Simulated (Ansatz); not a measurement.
# Si (beta-tin at 14 GPa): the cost of one run

Computed with Ansatz 0.2.0 (DFT PBEsol, scalar-relativistic, plane waves, PAW, unless a step's input says otherwise).

## 1. Starting point

The structure is tetragonal, space group I4_1/amd (No. 141). The conventional cell has a = 4.639 Å, b = 4.639 Å, c = 2.531 Å, α = 90.00°, β = 90.00°, γ = 90.00°. Around Si (site symmetry -4m2) lie 6 Si at 2.40 to 2.53 Å.

As a file:

```
CELL_PARAMETERS angstrom
-2.31965 2.31965 1.26527
2.31965 -2.31965 1.26527
2.31965 2.31965 -1.26527
ATOMIC_POSITIONS crystal
Si 0.00000 0.00000 0.00000
Si 0.75000 0.25000 0.50000
```

## 2. Single point: Si (beta-tin at 14 GPa), no spin

input.yaml

```yaml
crystal:
  lattice:
    - [-2.3196484957, 2.3196484957, 1.2652699547]
    - [2.3196484957, -2.3196484957, 1.2652699547]
    - [2.3196484957, 2.3196484957, -1.2652699547]
  atoms:
    - { symbol: Si, position: [0.0, 0.0, 0.0] }
    - { symbol: Si, position: [0.75, 0.25, 0.5] }
scf:
  occupations: { method: gaussian, width: 0.05 }
output:
  forces: true
  stress: true
  eigenvalues: true
  write_density: true
  write_potential: true
  elf: true
  volumetric_format: npy
hamiltonian:
  xc: pbesol
basis:
  ecutwfc: 450
kpoints:
  mp_grid: { grid: [20, 20, 20] }
```

Started as:

```console
$ ansatz run input.yaml --threads 1 --pin off --max-ram 2867MiB --backend cpu --events-out ev --progress --plain --runs-dir out
```

What time and memory should one allow on 1 thread of Intel Xeon at 2.30GHz, shared host?

About 9.6 s, with a peak of 0.47 GiB.
